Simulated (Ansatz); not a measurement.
## MnO under changes of volume

One of the cells (10.999 Å³/atom); the others are scaled copies at fixed shape and fractional positions:

```
Mn O
1.0
     0.00000    2.22391    2.22391
     2.22391    0.00000    2.22391
     2.22391    2.22391    0.00000
Mn O
1 1
Direct
  0.00000 0.00000 0.00000
  0.50000 0.50000 0.50000
```

The cell is a database's computed one.

- Program: Ansatz 0.2.0
- Functional: LDA
- Potentials or basis: Ansatz PAW
- Cutoff: 420 eV (not typed: the program's choice for these potentials)
- k mesh: 10 × 10 × 10
- Occupations: fermi-dirac, width 0.05 eV
- Spin: collinear spin, ferromagnetic start
- Starting moments: [4.0, 0.0] μB

```tsv
volume (Å³/atom)	energy over the lowest point (meV/atom)	pressure (GPa)	moment (μB per cell)
10.339	0.00	-12.4	4.36
10.559	18.41	-13.8	4.45
10.779	38.38	-15.2	4.53
10.999	60.14	-16.5	4.60
11.219	83.76	-17.7	4.67
11.439	108.32	-18.5	4.75
11.659	?	?	?
```

Question: What does the run at 11.659 Å³/atom give?

Answer: Energy over the lowest point 133.88 meV/atom; pressure -19.7 GPa; moment 4.79 μB per cell.

Worked out: A Birch-Murnaghan fit of order 3 (a polynomial in V^(-2/3)) to the other rows has no minimum within the range. It gives 134.40 meV/atom at 11.659 Å³/atom, against the run's 133.88, and -dE/dV = -19.4 GPa, against -19.7. A straight line through the other rows of the moment, of slope 0.348 μB per Å³/atom, extrapolates to 4.83 μB, against the run's 4.79.

Energies are extrapolated to zero smearing.

Caveats: a cell with one magnetic atom can't hold antiferromagnetic order, which such compounds often take; the PAW data sets come from PBE, with cores solved anew for the run's functional, which leaves a small shift of forces and pressure.
